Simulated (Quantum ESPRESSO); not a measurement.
Input of a Quantum ESPRESSO 7.5 run:

pw.in

```
&CONTROL
  calculation = 'scf'
  prefix = 'pwscf'
  outdir = './tmp'
  pseudo_dir = './pseudo'
  tprnfor = .true.
  tstress = .true.
  disk_io = 'low'
/
&SYSTEM
  ibrav = 0
  A = 3.14
  nat = 3
  ntyp = 2
  ecutwfc = 76
  nbnd = 30
  occupations = 'smearing'
  smearing = 'fd'
  degauss = 0.00367493
  noncolin = .true.
  lspinorb = .true.
/
&ELECTRONS
  conv_thr = 6d-10
  electron_maxstep = 120
  mixing_beta = 0.5
/
ATOMIC_SPECIES
Hf   178.4900 Hf.upf
B     10.8100 B.upf
CELL_PARAMETERS alat
   1.0000000000    0.0000000000    0.0000000000
  -0.5000000000    0.8660254038    0.0000000000
   0.0000000000    0.0000000000    1.1082802548
ATOMIC_POSITIONS alat
Hf     0.0000000000    0.0000000000    0.0000000000
B      0.5000000000    0.2886751346    0.5541401274
B     -0.0000000001    0.5773502692    0.5541401274
K_POINTS automatic
10 10 8 0 0 0
```

Contents of bands.in:

```
&CONTROL
  calculation = 'bands'
  prefix = 'pwscf'
  outdir = './tmp'
  pseudo_dir = './pseudo'
  disk_io = 'low'
  verbosity = 'high'
/
&SYSTEM
  ibrav = 0
  A = 3.14
  nat = 3
  ntyp = 2
  ecutwfc = 76
  nbnd = 30
  occupations = 'smearing'
  smearing = 'fd'
  degauss = 0.00367493
  noncolin = .true.
  lspinorb = .true.
/
&ELECTRONS
  conv_thr = 1d-08
  electron_maxstep = 120
  mixing_beta = 0.5
  diago_full_acc = .true.
/
ATOMIC_SPECIES
Hf   178.4900 Hf.upf
B     10.8100 B.upf
CELL_PARAMETERS alat
   1.0000000000    0.0000000000    0.0000000000
  -0.5000000000    0.8660254038    0.0000000000
   0.0000000000    0.0000000000    1.1082802548
ATOMIC_POSITIONS alat
Hf     0.0000000000    0.0000000000    0.0000000000
B      0.5000000000    0.2886751346    0.5541401274
B     -0.0000000001    0.5773502692    0.5541401274
K_POINTS crystal
60
 0.0000000000  0.0000000000  0.0000000000 1
 0.0714285714  0.0000000000  0.0000000000 1
 0.1428571429  0.0000000000  0.0000000000 1
 0.2142857143  0.0000000000  0.0000000000 1
 0.2857142857  0.0000000000  0.0000000000 1
 0.3571428571  0.0000000000  0.0000000000 1
 0.4285714286  0.0000000000  0.0000000000 1
 0.5000000000  0.0000000000  0.0000000000 1
 0.4444444444  0.1111111111  0.0000000000 1
 0.3888888889  0.2222222222  0.0000000000 1
 0.3333333333  0.3333333333  0.0000000000 1
 0.2916666667  0.2916666667  0.0000000000 1
 0.2500000000  0.2500000000  0.0000000000 1
 0.2083333333  0.2083333333  0.0000000000 1
 0.1666666667  0.1666666667  0.0000000000 1
 0.1250000000  0.1250000000  0.0000000000 1
 0.0833333333  0.0833333333  0.0000000000 1
 0.0416666667  0.0416666667  0.0000000000 1
 0.0000000000  0.0000000000  0.0000000000 1
 0.0000000000  0.0000000000  0.1000000000 1
 0.0000000000  0.0000000000  0.2000000000 1
 0.0000000000  0.0000000000  0.3000000000 1
 0.0000000000  0.0000000000  0.4000000000 1
 0.0000000000  0.0000000000  0.5000000000 1
 0.0625000000  0.0000000000  0.5000000000 1
 0.1250000000  0.0000000000  0.5000000000 1
 0.1875000000  0.0000000000  0.5000000000 1
 0.2500000000  0.0000000000  0.5000000000 1
 0.3125000000  0.0000000000  0.5000000000 1
 0.3750000000  0.0000000000  0.5000000000 1
 0.4375000000  0.0000000000  0.5000000000 1
 0.5000000000  0.0000000000  0.5000000000 1
 0.4583333333  0.0833333333  0.5000000000 1
 0.4166666667  0.1666666667  0.5000000000 1
 0.3750000000  0.2500000000  0.5000000000 1
 0.3333333333  0.3333333333  0.5000000000 1
 0.3000000000  0.3000000000  0.5000000000 1
 0.2666666667  0.2666666667  0.5000000000 1
 0.2333333333  0.2333333333  0.5000000000 1
 0.2000000000  0.2000000000  0.5000000000 1
 0.1666666667  0.1666666667  0.5000000000 1
 0.1333333333  0.1333333333  0.5000000000 1
 0.1000000000  0.1000000000  0.5000000000 1
 0.0666666667  0.0666666667  0.5000000000 1
 0.0333333333  0.0333333333  0.5000000000 1
 0.0000000000  0.0000000000  0.5000000000 1
 0.5000000000  0.0000000000  0.5000000000 1
 0.5000000000  0.0000000000  0.4166666667 1
 0.5000000000  0.0000000000  0.3333333333 1
 0.5000000000  0.0000000000  0.2500000000 1
 0.5000000000  0.0000000000  0.1666666667 1
 0.5000000000  0.0000000000  0.0833333333 1
 0.5000000000  0.0000000000  0.0000000000 1
 0.3333333333  0.3333333333  0.0000000000 1
 0.3333333333  0.3333333333  0.0833333333 1
 0.3333333333  0.3333333333  0.1666666667 1
 0.3333333333  0.3333333333  0.2500000000 1
 0.3333333333  0.3333333333  0.3333333333 1
 0.3333333333  0.3333333333  0.4166666667 1
 0.3333333333  0.3333333333  0.5000000000 1
```

Potentials or basis: PseudoDojo 0.4 FR PBEsol standard.

The run is started by

```sh
$ OMP_NUM_THREADS=1 pw.x -in pw.in > pw.out
$ OMP_NUM_THREADS=1 pw.x -in bands.in > bands.out
```

Task: Predict the band gap on the k mesh.

Result: None (metal or under the smearing width).

Task: Predict the pressure.

Result: -3.7 GPa.

Levels at the corners of the path, in eV from the Fermi level:
```csv
point,band 14,band 15,band 16,band 17,band 18,band 19,band 20,band 21,band 22,band 23
Γ,-2.84,-2.74,-2.74,-2.66,-2.66,3.99,3.99,4.16,4.16,4.71
M,-4.03,-3.30,-3.30,-2.79,-2.79,2.24,2.24,2.82,2.82,5.58
K,-7.66,-2.53,-2.53,-2.46,-2.46,1.74,1.74,1.92,1.92,3.55
Γ,-2.84,-2.74,-2.74,-2.66,-2.66,3.99,3.99,4.16,4.16,4.71
A,-1.05,-1.05,-1.05,0.32,0.32,0.42,0.42,0.95,0.95,1.28
L,-4.87,-4.62,-4.62,-2.56,-2.56,4.14,4.14,4.23,4.23,6.32
H,-5.45,-3.23,-3.23,-2.84,-2.84,4.51,4.51,5.47,5.47,7.00
A,-1.05,-1.05,-1.05,0.32,0.32,0.42,0.42,0.95,0.95,1.28
L,-4.87,-4.62,-4.62,-2.56,-2.56,4.14,4.14,4.23,4.23,6.32
M,-4.03,-3.30,-3.30,-2.79,-2.79,2.24,2.24,2.82,2.82,5.58
K,-7.66,-2.53,-2.53,-2.46,-2.46,1.74,1.74,1.92,1.92,3.55
H,-5.45,-3.23,-3.23,-2.84,-2.84,4.51,4.51,5.47,5.47,7.00
```
